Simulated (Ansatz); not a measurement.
Before relaxation, clean slab, lower half held (Sr, Im-3m (No. 229), (1 0 0) face):

```xyz
4
Lattice="4.6699 0.0000 0.0000 0.0000 4.6699 0.0000 0.0000 0.0000 24.0049" Properties=species:S:1:pos:R:3 pbc="T T T"
Sr    2.3350    2.3350    8.5000
Sr    0.0000    0.0000   10.8350
Sr    2.3350    2.3350   13.1699
Sr    0.0000    0.0000   15.5049
```

Computed with DFT PBEsol, scalar-relativistic, plane waves, PAW (Ansatz). Cutoff 420 eV; k points 6×6×1 on the computed 4-atom cell (Γ-centred); Gaussian smearing, width 0.10 eV; no spin polarisation. The cell repeats along c with a dipole correction in the vacuum.

Atoms 1, 2 (counted from 1) are held. The cell is fixed. Force threshold 0.03 eV/Å.

(1) Where does it end?

Results:

(1) The energy falls by 0.009 eV in 3 steps, to:

```
Sr
1.0
     4.66990    0.00000    0.00000
     0.00000    4.66990    0.00000
     0.00000    0.00000   24.00486
Sr
4
Direct
  0.50000 0.50000 0.35410
  0.00000 0.00000 0.45137
  0.50000 0.50000 0.54460
  0.00000 0.00000 0.64618
```

The reference crystal is the bcc form of Sr, which isn't its usual structure.